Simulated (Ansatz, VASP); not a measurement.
Two plane-wave programs on Pb

```
Pb
1.0
    -1.97966    1.97966    1.97966
     1.97966   -1.97966    1.97966
     1.97966    1.97966   -1.97966
Pb
1
Direct
  0.00000 0.00000 0.00000
```

This isn't the form of Pb at room conditions, which is fcc.

Alike in both runs: task single point; functional PBE; k mesh 9 × 9 × 9; occupations gaussian, width 0.016 eV; no spin polarisation.

|  | VASP | Ansatz |
| --- | --- | --- |
| version | VASP 6.6.1 | Ansatz 0.2.0 |
| potentials or method | VASP PAW PBE potentials, release 64 (Pb_d) | Ansatz PAW |
| plane-wave cutoff (eV) | 520 | 420 |
| valence electrons in the cell | 14 | 14 |

Ansatz gave:

| Quantity | Value |
| --- | --- |
| gap on the k mesh at the Fermi level (eV) | none |
| pressure (GPa) | 0.7 |

Question: Estimate VASP's values.

Answer: gap on the k mesh at the Fermi level (eV): none; pressure (GPa): 0.6.

A gap of «none» marks a metal or a gap that the smearing closes.

Spin-orbit coupling is left out, which matters for the levels of Pb.
